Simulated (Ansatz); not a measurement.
## LiF: a prediction, then the measurements

Method: DFT PBE, scalar-relativistic, plane waves, PAW (Ansatz).

Settings: cutoff 420 eV, Γ-centred mesh 10×10×10 on the computed 2-atom cell, Gaussian smearing of 0.02 eV; no spin polarisation.

Relaxed structure:

```xyz
2
Lattice="0.0000 2.0340 2.0340 2.0340 0.0000 2.0340 2.0340 2.0340 0.0000" Properties=species:S:1:pos:R:3 pbc="T T T"
Li    2.0340    2.0340    2.0340
F     0.0000    0.0000    0.0000
```

| Property | Result |
| --- | --- |
| Space group | Fm-3m (No. 225) |
| Volume per atom | 56.8 bohr³ |
| Formation energy from the elements' standard states (uncorrected) | -2.945 eV/atom |
| Kohn–Sham band gap | 8.83 eV, indirect from (-0.062, 0.000, 0.062) to Γ |
| Orbital (Löwdin) character of the top 1 eV of the valence band | F 2p 99 % |
| Orbital (Löwdin) character of the lowest 1 eV of the conduction band | Li 2s 63 %, F 2s 24 %, unprojected 8 % |
| Electron masses at the edge by direction of the standard setting (m_e; one valley, along these axes only; no spin-orbit coupling) | x: 0.86; y: 0.86; z: 0.86 |
| Hole masses at the edge by direction of the standard setting (m_e; one valley, along these axes only; no spin-orbit coupling) | x: 2.4; y: 4.1; z: 2.4 |
| Bulk modulus | 67 GPa |
| Its pressure derivative | 4.2 |
| Bader charge by site (e) | Li (1 in the cell) 0.90, F (1 in the cell) -0.90 |

**Against measurements.**

A measured lattice constant a of LiF is 4.0262 Å (298.15 K; a printed reference work (data compilation)); the calculated 4.068 Å exceeds it by 1.0 %. The calculation is for 0 K without zero-point motion. Against the measured band gap of LiF, 14.2 eV (direct; a printed reference work (monograph)), the calculated 8.83 eV is off by -5.37 eV. Kohn–Sham gaps of semilocal functionals fall short of measured ones as a rule.

The cell was reached from a generator's guess, though it ends in a space group that the Crystallography Open Database lists for this formula. Löwdin shares on free-atom orbitals overweight diffuse shells in the empty bands.
